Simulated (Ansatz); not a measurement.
GaN: energy along a strain

GaN, F-43m, a = 4.507 Å (as given, not relaxed at this level: 5.0 GPa). This isn't the usual stable structure of the compound. Ansatz: PBE, PAW, 420 eV, Γ-centred 10×10×10 mesh on 2 atoms, Gaussian smearing 0.05 eV; no spin polarisation. Cell vectors (Å): 0.000 2.254 2.254; 2.254 0.000 2.254; 2.254 2.254 0.000. The cell is strained by x per cent times the pattern (0 0 1 0 0 0) in the order xx yy zz yz xz xy (engineering shears), with fractional coordinates held. y is the free energy over the start, V0 = 11.444 Å³/atom. Points with a strain past 8.5 % were computed too (3) and aren't used here.

```tsv
x (%)	y (meV/atom)
-7.50	84.18
-5.00	43.07
-2.50	15.15
0.00	0.00
2.50	-2.97
5.00	5.80
7.50	?
```

**Question.** Fit y = c1 x + c2 x² + c3 x³ to the other rows, get the stiffness along the pattern, and predict the missing energy.

**Answer.** Least squares on the rows shown. y = −3.5914 x + 0.97717 x² − 0.0054032 x³. The clamped-ion stiffness p·C·p = 2 × 9.772 eV × 160.2 / 11.444 Å³ = 274 GPa, which is C33 in these axes (C11 of the cubic crystal) (second derivative at the start, which stands under stress). At x = 7.50 the fit asked for gives 25.75 meV/atom. The run gave 25.74 meV/atom, so the fit is 0.01 meV/atom too high, within the rms miss on the fitted rows (0.01 meV/atom).